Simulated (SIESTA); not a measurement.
TiCo3:

```
Co Ti
1.0
     3.57100    0.00000    0.00000
     0.00000    3.57100    0.00000
     0.00000    0.00000    3.57100
Co Ti
3 1
Direct
  0.50000 0.50000 0.00000
  0.50000 0.00000 0.50000
  0.00000 0.50000 0.50000
  0.00000 0.00000 0.00000
```

| Property | Result |
| --- | --- |
| Program | SIESTA 5.4.2 |
| Task | single point |
| Functional | PBEsol |
| Potentials or basis | PseudoDojo 0.4 standard (PBEsol files) |
| Basis | DZP (energy shift 0.003 Ry; two zetas on semicore shells) |
| Grid cutoff | 800 Ry |
| Energy shift | 0.003 Ry |
| k mesh | 8 × 8 × 8 |
| Occupations | fermi-dirac, width 0.05 eV |
| Spin | collinear spin, ferromagnetic start |
| Starting moments | [2.0, 2.0, 2.0, 1.0] μB |

On this cell: pressure -3.1 GPa; largest force zero by symmetry; net moment 2.53 μB per cell; site moments Co +1.04; Ti -0.59 μB; band gap on the k mesh none (metal or under the smearing width).

The same run follows on a disturbed copy (atoms moved at random, drawn with an rms of 0.05 Å):

```
Co Ti
1.0
     3.57100    0.00000    0.00000
     0.00000    3.57100    0.00000
     0.00000    0.00000    3.57100
Co Ti
3 1
Direct
  0.49342 0.50418 0.99762
  0.50456 0.99493 0.50257
  0.98647 0.50451 0.50420
  0.99035 0.00926 0.98876
```

What does the disturbed cell give?

The energy (extrapolated to zero smearing) moves by +9.3 meV/atom; pressure -3.0 GPa; largest force 0.654 eV/Å; net moment 2.52 μB per cell; site moments Co +1.04, +1.03; Ti -0.59 μB; band gap on the k mesh none (metal or under the smearing width).

Forces on the atoms (eV/Å):
```
Co  -0.129 -0.029  0.169
Co  -0.524  0.227 -0.319
Co   0.329 -0.045 -0.378
Ti   0.326 -0.155  0.525
```

Stress tensor (GPa, compression positive):
```
-2.91 -0.19  0.22
-0.19 -2.94 -0.02
 0.22 -0.02 -3.04
```

Caveats: short orbitals over semicore shells can move pressures by several GPa; the basis of atomic orbitals isn't converged, which shifts pressures, moduli and gaps.
